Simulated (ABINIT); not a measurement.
The system is Al.

```
Al
1.0
    -1.59122    1.59122    1.59122
     1.59122   -1.59122    1.59122
     1.59122    1.59122   -1.59122
Al
1
Direct
  0.00000 0.00000 0.00000
```

This isn't the form of Al at room conditions, which is fcc.

Base run:

* Program: ABINIT 10.8.3 (patched build)
* Functional: revPBE
* Potentials or basis: JTH PAW PBE v2.0
* Cutoff: 490 eV
* k mesh: 12 × 12 × 12
* Occupations: fermi-dirac, width 0.05 eV
* Spin: no spin polarisation

Its results: band gap on the k mesh none (metal or under the smearing width); pressure 4.5 GPa.

**Question.** The run is repeated on the same cell with these changes: functional from revPBE to BLYP. What comes out?

**Answer.** Band gap on the k mesh none (metal or under the smearing width); pressure 7.9 GPa.

Caveats: the PAW data sets were made with another functional, which shifts forces and pressure a little.
